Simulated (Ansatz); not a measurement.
Runs of Ansatz 0.2.0 on Pd. The structure is cubic, space group Fm-3m (No. 225). Conventional cell: a = 3.893 Å, b = 3.893 Å, c = 3.893 Å, α = 90.00°, β = 90.00°, γ = 90.00°. Around Pd (site symmetry m-3m) lie 12 Pd at 2.75 Å. 

```tsv
task	level	potentials or basis	spin	cell	k mesh	cutoff (eV)	smearing	points for each segment of the path	driver	gap on the mesh (eV)	pressure (GPa)
band structure	r2SCAN	Ansatz PAW	off	as given	12 × 12 × 12	500	fermi-dirac 0.05 eV	14	-	none	(a)
band structure	revPBE+D3(BJ)	Ansatz PAW polarizable	collinear, random start	cell strained at random at fixed volume	9 × 9 × 9	420	fermi-dirac 0.05 eV	14	chain	none	-3.9
density of states	LDA	SPMS NC	off	as given	12 × 12 × 12	653	gaussian 0.05 eV	-	chain	none	-8.3
band structure	PBEsol+D3(BJ)	Ansatz PAW	off	as given	12 × 12 × 12	420	methfessel-paxton 0.1 eV	14	-	none	-9.9
band structure	PBEsol	Ansatz PAW	SOC, no magnetisation	as given	9 × 9 × 9	420	fermi-dirac 0.05 eV	14	-	none	-2.9
```

**Question.** Estimate the missing entries.

**Answer.** (a) 2.1.

Caveats: the PAW data sets come from PBE, with cores solved anew for the run's functional, which leaves a small shift of forces and pressure (some runs); pairwise dispersion overbinds metals, which lowers pressure and volume (some runs); the potentials were made for another functional, which shifts forces and pressure (some runs); the starting moments weren't kept (some runs).

A k mesh can miss the band edges, and rows without SOC leave out spin-orbit coupling on Pd.

A gap of «none» marks a metal or a gap under the smearing width.

Runs at the PBE level aren't shown here.
